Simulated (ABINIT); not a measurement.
SnTe and the effect of spin-orbit coupling

```
Te Sn
1.0
     0.00000    3.15085    3.15085
     3.15085    0.00000    3.15085
     3.15085    3.15085    0.00000
Te Sn
1 1
Direct
  0.50000 0.50000 0.50000
  0.00000 0.00000 0.00000
```

Kept alike: task band structure; functional PBE; k mesh 7 × 7 × 7; occupations fermi-dirac, width 0.05 eV. Program: ABINIT, JTH PAW PBE v2.0, cutoff 599 eV. The mesh is that of the run's cell of 2 atoms.

```csv
spin-orbit coupling,band gap (eV)
off,0.130
on,0.243
```

Gaps are the smaller of the mesh's and the band path's.

What does spin-orbit coupling change here?

The band gap runs from 0.130 (off) to 0.243 eV (on). Spin-orbit coupling splits p and d bands at the edges, and the more so the heavier the atoms.
